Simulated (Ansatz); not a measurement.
# Redistribution: C3H6O + C2F3I → C2H3IO + C3H3F3

Species: C3H6O (acetone) `CC(C)=O`, singlet; C2F3I (trifluoroiodoethylene) `FC(F)=C(F)I`, singlet; C2H3IO (acetyl iodide) `CC(=O)I`, singlet; C3H3F3 `CC(F)=C(F)F`, singlet. The partners trade CH3 for I; both sit on C, so the bond types are kept.

Shapes, held fixed at every level: PBE0-D4/def2-TZVP. Programs: Ansatz 0.2.0. The zero-point and thermal change to 298 K, harmonic and unscaled (PBE0-D4/def2-TZVP), is +1.5 kJ/mol.

```
              level                   kind  ΔH(298 K) (kJ/mol)  less CCSD(T)/def2-TZVPP
        HF/def2-SVP           Hartree–Fock               -54.0                     -0.5
      HF/def2-TZVPP           Hartree–Fock               -48.2                     +5.3
B3LYP-D4/def2-TZVPP          global hybrid               -60.6                     -7.1
BHLYP-D4/def2-TZVPP          global hybrid               -53.9                     -0.4
       MP2/def2-SVP    perturbation theory               -64.9                    -11.4
     MP2/def2-TZVPP    perturbation theory               -58.6                     -5.1
   CCSD(T)/def2-SVP  coupled cluster or CI               -60.0                     -6.5
 CCSD(T)/def2-TZVPP  coupled cluster or CI               -53.5                      0.0
```

The highest level, CCSD(T)/def2-TZVPP, gives ΔH(298 K) = -53.5 kJ/mol; the levels span -64.9 to -48.2. The column of differences is taken from that level and isn't an error. No measured value is set beside it here. For atoms past krypton def2 sets carry core potentials with scalar relativity. Outer-core shells of I are correlated, in sets that cover them unevenly.
